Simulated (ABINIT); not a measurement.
Crystal: SiO2.

```
CELL_PARAMETERS angstrom
5.06109 0.00000 0.00000
-2.53054 4.38303 0.00000
0.00000 0.00000 5.54050
ATOMIC_POSITIONS crystal
Si 0.50000 0.00000 0.00000
Si 0.50000 0.50000 0.33333
Si 0.00000 0.50000 0.66667
O 0.41726 0.20863 0.16667
O 0.79137 0.20863 0.83333
O 0.20863 0.41726 0.50000
O 0.58274 0.79137 0.16667
O 0.20863 0.79137 0.83333
O 0.79137 0.58274 0.50000
```

The cell comes from a database or a generator and needn't be the stable form of this composition.

| Property | Result |
| --- | --- |
| Program | ABINIT 10.8.3 (patched build) |
| Task | single point |
| Functional | PBE |
| Potentials or basis | JTH PAW PBE v2.0 |
| Cutoff | 626 eV |
| k mesh | 6 × 6 × 5 |
| Occupations | fermi-dirac, width 0.05 eV |
| Spin | no spin polarisation |

On this cell: pressure 3.1 GPa; largest force 0.142 eV/Å; band gap on the k mesh 5.70 eV, indirect (least direct gap 5.89 eV).

The same run follows on a disturbed copy (atoms moved at random, drawn with an rms of 0.05 Å):

```xyz
9
Lattice="5.0611 0.0000 0.0000 -2.5305 4.3830 0.0000 0.0000 0.0000 5.5405" Properties=species:S:1:pos:R:3 pbc="T T T"
Si    2.5506   -0.0182   -0.0200
Si    1.3171    2.1956    1.7834
Si   -1.2791    2.1968    3.7245
O     1.5912    0.9233    0.8603
O     3.4348    0.9829    4.5836
O    -0.0155    1.8288    2.7807
O     0.9145    3.4744    0.9292
O    -0.9172    3.4153    4.6063
O     2.5895    2.5144    2.7414
```

Problem. What changes?

Solution. The energy moves by +56.1 meV/atom; pressure 6.1 GPa; largest force 4.480 eV/Å; band gap on the k mesh 5.39 eV, indirect (least direct gap 5.57 eV).

Forces in eV/Å, atoms in the order of the input:
```
Si  -0.539  0.850 -1.116
Si  -1.585 -0.726  2.837
Si   1.718  0.152 -3.157
O   -0.240 -0.113 -0.002
O   -0.941 -3.587  2.515
O    2.057  0.151 -1.334
O    0.829  0.179 -0.067
O    0.580  2.464  1.691
O   -1.879  0.630 -1.366
```

Stress tensor (GPa, compression positive):
```
 1.38 -1.53  3.23
-1.53 11.04 -1.08
 3.23 -1.08  5.75
```

Caveats: an odd mesh through Γ misses points on the zone boundary, where band edges often lie; the atomic spheres overlap.
